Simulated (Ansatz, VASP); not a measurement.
This is a calculation of K for Ansatz 0.2.0.

File input.yaml:

```yaml
crystal:
  lattice:
    - [4.2815094942, 0.0, 0.0]
    - [0.0, 4.2815094942, 0.0]
    - [0.0, 0.0, 4.2815094942]
  atoms:
    - { symbol: K, position: [0.0, 0.0, 0.0] }
hamiltonian:
  xc: pbe
  pseudopotentials: { kind: paw }
kpoints:
  mp_grid: { grid: [6, 6, 6] }
scf:
  occupations: { method: fermi_dirac, width: 0.05 }
output:
  forces: true
  stress: true
  eigenvalues: true
```

Potentials or basis: Ansatz PAW.

The run is started by

```console
$ ansatz run input.yaml --threads 2 --pin off --max-ram 5120MiB --backend cpu --events-out ev --progress --plain --runs-dir out
```

**Question.** Set up the same calculation for VASP 6.6.1. Potentials there: VASP PAW PBE potentials, release 64 (K_sv).

**Answer.** As run (the cutoff follows the program's own potentials):

File INCAR:

```
SYSTEM = K
PREC = Accurate ; ENCUT = 520
EDIFF = 1E-7 ; ISMEAR = -1
SIGMA = 0.05 ; LREAL = .FALSE.
LASPH = .TRUE. ; NELM = 80
ALGO = Normal ; ISIF = 2
LWAVE = .FALSE. ; LCHARG = .FALSE.
GGA = PE ; NBANDS = 10
```

Contents of KPOINTS:

```
regular mesh
0
G
  6 6 6
  0 0 0
```

POSCAR

```
K
1.0
    4.2815094942      0.0000000000      0.0000000000
    0.0000000000      4.2815094942      0.0000000000
    0.0000000000      0.0000000000      4.2815094942
K
1
Direct
    0.0000000000      0.0000000000      0.0000000000
```

Potentials or basis: VASP PAW PBE potentials, release 64 (K_sv).

Launch:

```bash
$ cat potpaw_PBE.64/K_sv/POTCAR > POTCAR
$ mpirun -np 1 vasp_std > vasp.out
```

Both were run:

|  | VASP | Ansatz | Ansatz less VASP |
| --- | --- | --- | --- |
| gap on the k mesh at the Fermi level (eV) | none | none | - |
| pressure (GPa) | 0.0 | 0.0 | +0.01 |

A gap of «none» marks a metal or a gap that the smearing closes. With one functional, cell and mesh, what is left measures potentials, basis and numerics.
